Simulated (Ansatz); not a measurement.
## PbSe under changes of volume

One of the cells (58.477 Å³/atom); the others are scaled copies at fixed shape and fractional positions:

```
CELL_PARAMETERS angstrom
4.41489 0.00000 0.00000
-0.01031 4.41488 0.00000
-2.20229 -2.20744 12.00080
ATOMIC_POSITIONS crystal
Pb 0.80684 0.80730 0.61844
Pb 0.18545 0.19981 0.38238
Se 0.28733 0.32315 0.62319
Se 0.68427 0.69990 0.37796
```

- Program: Ansatz 0.2.0
- Functional: PBE
- Potentials or basis: Ansatz PAW
- Cutoff: 420 eV (not typed: the program's choice for these potentials)
- k mesh: 6 × 6 × 3
- Occupations: fermi-dirac, width 0.05 eV
- Spin: no spin polarisation

```tsv
volume (Å³/atom)	energy over the lowest point (meV/atom)	largest force (eV/Å)
54.969	7.72	0.177
56.138	1.94	0.144
57.308	0.00	0.167
58.477	1.51	0.250
59.647	6.10	0.339
60.817	13.47	0.422
61.986	?	?
```

Task: What does the run at 61.986 Å³/atom give?

Result: Energy over the lowest point 23.31 meV/atom; largest force 0.499 eV/Å.

Worked out: A Birch-Murnaghan fit of order 3 (a polynomial in V^(-2/3)) to the other rows has its minimum at 57.36 Å³/atom with B0 = V·E''(V) = 23 GPa and B' = 4.4 at fixed shape and positions, which overstates the stiffness. It gives 23.31 meV/atom at 61.986 Å³/atom, against the run's 23.31.

Energies are extrapolated to zero smearing.
